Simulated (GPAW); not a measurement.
MnO2, 3 atoms in the cell. It takes space group P-3m1 (No. 164, trigonal). The conventional cell has a = 2.857 Å, b = 2.857 Å, c = 4.601 Å, α = 90.00°, β = 90.00°, γ = 120.00°. Mn (site symmetry -3m) has 6 O at 1.90 Å as nearest neighbours. O (site symmetry 3m) has 3 Mn at 1.90 Å as nearest neighbours. Measurements of this composition are mostly on another form, of space group No. 136.

```yaml
Program: GPAW 26.7.0
Task: equation of state
Functional: PBEsol
Potentials_or_basis: PAW data sets generated in the run's folder for this functional
Cutoff: 800 eV
Basis: pw
k_mesh: 11 × 11 × 6
Occupations: fermi-dirac, width 0.05 eV
Spin: collinear spin, ferromagnetic start
Starting_moments: "[4.0, 0.0, 0.0] μB"
Ranks: 4
Maxiter: 150
Eos_scales: "[0.94, 0.96, 0.98, 1.0, 1.02, 1.04, 1.06]"
```

Potentials or basis: PAW data sets generated in the run's folder for this functional, pw.

Launch:

```console
$ gpaw-setup -f PBEsol Mn O
$ OMP_NUM_THREADS=1 mpirun -n 4 gpaw python run.py
```

Hardware: 4 MPI ranks on Arm Neoverse N1 (shared host).

**Question.** Estimate the wall time of this run.

**Answer.** Wall time 6.2 min on 4 MPI ranks on Arm Neoverse N1, on a shared host, peak memory 0.39 GiB a rank. Counts: scf iterations 84, plane waves 1592, bands 26, k points 84.
